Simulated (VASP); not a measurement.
Here is a VASP 6.6.1 calculation.

Contents of INCAR:

```
SYSTEM = Ba
ALGO = Fast ; EDIFF = 1E-6
ENCUT = 520 ; GGA = RP
ISIF = 2 ; ISMEAR = -1
LASPH = .True. ; LCHARG = .False.
LREAL = .False. ; LWAVE = .False.
NBANDS = 17 ; NELM = 60
PREC = Accurate ; SIGMA = 0.1
```

KPOINTS

```
k-points
0
Gamma
  10 10 7
  0 0 0
```

File POSCAR:

```
Ba
1.0
   -4.0474282468      4.0466840457      2.1883373505
    4.0466840457     -4.0474282468      2.1883373505
    4.0479996694      4.0479996694     -2.1897003561
Ba
2
Direct
    0.9999833809      0.0000166191      1.0000000000
    0.7500166191      0.2499833809      0.5000000000
```

Potentials or basis: VASP PAW PBE potentials, release 64 (Ba_sv).

The run is started by

```sh
$ cat potpaw_PBE.64/Ba_sv/POTCAR > POTCAR
$ mpirun -np 1 vasp_std > vasp.out
```

Question: Predict the pressure.

Answer: -0.4 GPa.

Question: Estimate the band gap on the k mesh.

Answer: None (metal or under the smearing width).

Caveat: the PAW data sets were made with another functional, which shifts forces and pressure a little. The run has no spin-orbit coupling, so splittings on Ba are missing.
